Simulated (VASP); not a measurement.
Input of a VASP 6.6.1 run:

Contents of INCAR:

```
ALGO     = Normal         # electronic algorithm
EDIFF    = 1E-6           # SCF threshold, eV
EDIFFG   = -0.01          # ionic threshold
ENCUT    = 600            # plane-wave cutoff, eV
IBRION   = 2              # ionic algorithm
ISIF     = 3              # what is computed and relaxed
ISMEAR   = 1              # smearing method
LASPH    = T              # aspherical terms in the spheres
LCHARG   = F              # write CHGCAR
LREAL    = F              # projectors in reciprocal space
LWAVE    = F              # write WAVECAR
NELM     = 80             # most SCF steps
NSW      = 90             # ionic steps
PREC     = Accurate       # precision mode
PSTRESS  = 31.2         
SIGMA    = 0.1            # smearing width, eV
```

Contents of KPOINTS:

```
k-points
0
Gamma
  12 12 6
```

POSCAR

```
TiSe2
1.0
    3.5360000000      0.0000000000      0.0000000000
   -1.7680000000      3.0622658278      0.0000000000
    0.0000000000      0.0000000000      6.0040000000
Ti Se
1 2
Direct
    0.0000000000      0.0000000000      0.0000000000
    0.3333333333      0.6666666667      0.2552000000
    0.6666666667      0.3333333333      0.7448000000
```

Potentials or basis: VASP PAW LDA potentials, release 64 (Ti_sv, Se).

The run is started by

```bash
$ cat potpaw_LDA.64/Ti_sv/POTCAR potpaw_LDA.64/Se/POTCAR > POTCAR
$ mpirun -np 1 vasp_std > vasp.out
```

What does it give for the relaxed cell?

a = 3.392 Å, b = 3.392 Å, c = 5.648 Å, α = 90.00°, β = 90.00°, γ = 120.00°.

Predict the space group after relaxing (to 0.05 Å).

P-3m1 (No. 164).

Estimate the band gap on the k mesh.

none (metal or under the smearing width).

What does it give for the relaxed volume?

18.76 Å³/atom.

Final structure:
```
Ti Se
1.0
     3.39247    0.00000    0.00000
    -1.69623    2.93796    0.00000
     0.00000    0.00000    5.64805
Ti Se
1 2
Direct
  0.00000 0.00000 0.00000
  0.33333 0.66667 0.27394
  0.66667 0.33333 0.72606
```

Caveat: the cell is relaxed towards a set pressure, so the enthalpy falls and the energy may rise. LDA usually gives volumes a few per cent too small.
